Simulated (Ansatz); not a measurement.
The cell is the one relaxed in the Materials Project (mp-85), not relaxed further here; entries there can be hypothetical.

An input for In and the output that it gave: DFT, PBE, all-electron LAPW, scalar-relativistic (Ansatz 0.2.0).

```yaml
crystal:
  lattice:
    - [-1.6947072674, 1.6947072674, 2.2973723912]
    - [1.6947072674, -1.6947072674, 2.2973723912]
    - [1.6947072674, 1.6947072674, -2.2973723912]
  atoms:
    - { symbol: In, position: [0.0, 0.0, 0.0] }
kpoints:
  mp_grid: { grid: [17, 17, 17] }
  band_path:
    path:
      - [0.0, 0.0, 0.0]
      - [0.0, 0.0, 0.5]
      - [0.25, 0.25, 0.25]
      - [0.0, 0.5, 0.0]
      - [0.0, 0.0, 0.0]
      - [0.5, 0.5, -0.5]
      - [0.3860399918, 0.6139600082, -0.3860399918]
      - [-0.3860399918, 0.3860399918, 0.3860399918]
      - [0.0, 0.0, 0.0]
    npoints: 8
scf:
  occupations: { method: fermi_dirac, width: 0.03 }
hamiltonian:
  xc: pbe
  pseudopotentials: { kind: all_electron, lapw: { basis_error: 0.0005 } }
output:
  forces: true
  stress: true
  eigenvalues: true
  populations: true
  dos: { projected: true, de: 0.2, e_range: [-14, 8] }
```

The log:

```
In: projections on atomic orbitals take those of the free atom 1s2 2s2 2p6 3s2 3p6 3d10 4s2 4p6 4d10 5s2 5p1, of charge +0.00 (hamiltonian.pseudopotentials.projection_atoms)
LAPW: plane waves up to 6.940 Å⁻¹, error target 5.0e-4 eV per atom; small_component_spin mean_spin; In in spheres of 1.660 Å, 21 of its electrons in bands, Dirac shells []
Engine: ansatz 0.2.0
Pseudopotentials: kind: all_electron
Pseudopotential: In, LAPW, valence charge 21, Koelling and Harmon's equation, gaussian nucleus
Functional definition: PBE
  parameter kappa = 0.804
  parameter beta = 0.06672455060314922
  exchange = pbe_x(kappa = kappa, mu = beta*pi^2/3)
  correlation = pbe_c(beta = beta)
Crystal: 1 atoms, lattice volume = 26.393 Å³
Basis set: ecut = 183.4770684077629 eV, 161 PW (Γ), exchange–correlation at level 2
Bands: 15, of which v1, the nominal top of the filled ones, is band 11 counted from 1 (10 counted from 0)
Symmetry: 16 space group operations
Space group: I4/mmm (ITA 139), of the structure as read, at distance tolerance 3.0e-5 Å
k-points: 405 of 4913
Non-local potential: In, projectors of the file, none
Initial density: superposition of atomic densities (chi_scale 0.1, normalization cell)
Initial wavefunctions: plane waves of lowest kinetic energy (no species holds an atomic orbital)
Functional: x = pbe(κ = 0.804, μ = 0.2195149727645171), c = pbe(β = 0.06672455060314922)
iter 1 solved again at ethr=2.59e-5 eV; its pass at ethr=1.00e-1 eV (dr2=5.44e-3 eV) is discarded
SCF iter   1: F=—  HF=-160045.996131 eV  |F-HF|=—  |Δ(HF+E_count)|=         —  Δρ=5.53e-3  dr2=5.50e-3  ethr=2.59e-5  ⟨swp⟩=3.7  Hψ=44313  notcnv=0
preconditioner: auto → Kerker (q_TF=auto, 2.626 Å⁻¹)  [metal: Δε(μ)=0.024 eV  Ē_g=19.332 eV  σ=0.030 eV  W_gap=0.19  n_scr=12 (ndim 8)  ℏωp=26.1 eV  f_vac=0.000  D(μ)=0.40/eV (n_scr^D=0)]
SCF iter   2: F=—  HF=-160045.970495 eV  |F-HF|=—  |Δ(HF+E_count)|=   2.56e-2  Δρ=3.12e-3  dr2=2.15e-3  ethr=2.59e-5  ⟨swp⟩=2.0  Hψ=18612  notcnv=0
SCF iter   3: F=—  HF=-160045.968893 eV  |F-HF|=—  |Δ(HF+E_count)|=   1.60e-3  Δρ=2.10e-3  dr2=1.11e-3  ethr=1.02e-5  ⟨swp⟩=2.0  Hψ=17233  notcnv=0
SCF iter   4: F=—  HF=-160045.968817 eV  |F-HF|=—  |Δ(HF+E_count)|=   7.55e-5  Δρ=8.99e-4  dr2=2.57e-4  ethr=5.30e-6  ⟨swp⟩=2.0  Hψ=17248  notcnv=0
iter 5 solved again at ethr=8.25e-8 eV; its pass at ethr=1.22e-6 eV (dr2=1.73e-5 eV) is discarded
SCF iter   5: F=—  HF=-160045.968914 eV  |F-HF|=—  |Δ(HF+E_count)|=   9.68e-5  Δρ=2.22e-4  dr2=1.73e-5  ethr=8.25e-8  ⟨swp⟩=2.0  Hψ=29191  notcnv=0
SCF iter   6: F=—  HF=-160045.968918 eV  |F-HF|=—  |Δ(HF+E_count)|=   3.43e-6  Δρ=4.48e-5  dr2=4.52e-7  ethr=8.25e-8  ⟨swp⟩=2.0  Hψ=17228  notcnv=0
SCF iter   7: F=-160045.968918 eV  HF=-160045.968918 eV  |F-HF|=7.77e-9  |Δ(HF+E_count)|=   8.93e-8  Δρ=1.14e-5  dr2=3.85e-8  ethr=2.15e-9  ⟨swp⟩=2.3  Hψ=17377  notcnv=0
SCF 1 converged in 7 iterations: F = -160045.968918 eV  dr2 = 3.85e-8
the search or the solves at the SCF's close seem to have found levels that the self-consistency loop had missed (the run counts 1). By its estimate they hold under 1e-12 electrons; where the run keeps them, the occupations were computed again with them
NSCF: frozen V_eff on 65 k-points
SCF converged after 7 iterations
Free energy (F): -160045.968918 eV
Harris-Foulkes:  -160045.968918 eV  (|F-HF|=7.77e-9)
Internal energy: -160045.967708 eV  (E = F + TS)
E sigma→0 (E₀):  -160045.968313 eV
Entropy (-TS):   -0.001209 eV (-1.209 meV/atom)
Fermi energy:    13.412298 eV
--- Per-component energies (eV) ---
  E_band       = -549.892100
  E_kinetic    = 167987.777673
  E_xc         = -4352.933083
  E_electrostatic = -323680.812299  (all electrons and nuclei)
  E_smearing   = -0.001209  (= −TS)
  E_closure    = 0.000000  (closes the sum)
  E_atoms      = -160043.426162  (free atoms, spherical and without spin; not in F)
  Σ components = -160045.968918   (vs F -160045.968918, Δ=0.00e0)
  Basis errors (estimates in eV, not in F): energy 1.0e-4 per atom: plane waves 9.9e-5 (5.0e-5 summed), levels above the bands 1.0e-180, relativity 7.6e-9, radial functions 1.7e-6, core shells 5.3e-10; eigenvalues (radial functions only) 2.1e-5; not estimated: angular momenta, meshes, grids; target (lapw.basis_error) 5.0e-4; muffin-tin radii In 1.660 Å
--- Forces (eV/Å), atoms counted from 1 ---
  atom   1  In    -0.00000000     0.00000000     0.00000000
  max |Σ_I F_I| component: 3.94e-31 eV/Å
--- Stress (GPa, compression-positive) ---
        1.764680       0.000000      -0.000000
        0.000000       1.764680      -0.000000
       -0.000000      -0.000000       1.229611
  P = ⅓ Tr σ = 1.5863 GPa (15.863 kbar)
--- Band table (eV; the first three rows and the last of 405) ---
  k-point 0: bands = ["-102.0601", "-60.5376", "-60.5376", "-60.5348", "-1.2546", "-1.2546", "-1.2006", "-1.0973", "-1.0443", "3.9078", "23.8224", "23.9345", "23.9345", "24.8969", "27.2888"]
  k-point 1: bands = ["-102.0601", "-60.5378", "-60.5377", "-60.5350", "-1.2614", "-1.2422", "-1.1912", "-1.1010", "-1.0433", "4.0053", "23.2222", "23.3349", "23.5802", "24.4661", "27.8892"]
  k-point 2: bands = ["-102.0600", "-60.5385", "-60.5379", "-60.5353", "-1.2808", "-1.2065", "-1.1641", "-1.1168", "-1.0365", "4.2990", "22.0790", "22.2021", "22.7277", "23.7024", "26.1233"]
  k-point 404: bands = ["-102.0595", "-60.5421", "-60.5411", "-60.5410", "-1.4277", "-1.3554", "-0.9346", "-0.8820", "-0.8769", "11.5654", "11.7945", "16.4622", "17.0878", "20.4377", "21.1442"]
--- Löwdin populations: 1 site ---
  site symbol       q [e]
     0     In     48.9854
  spilling = 0.000297 (of n_electrons = 49.000000)
```
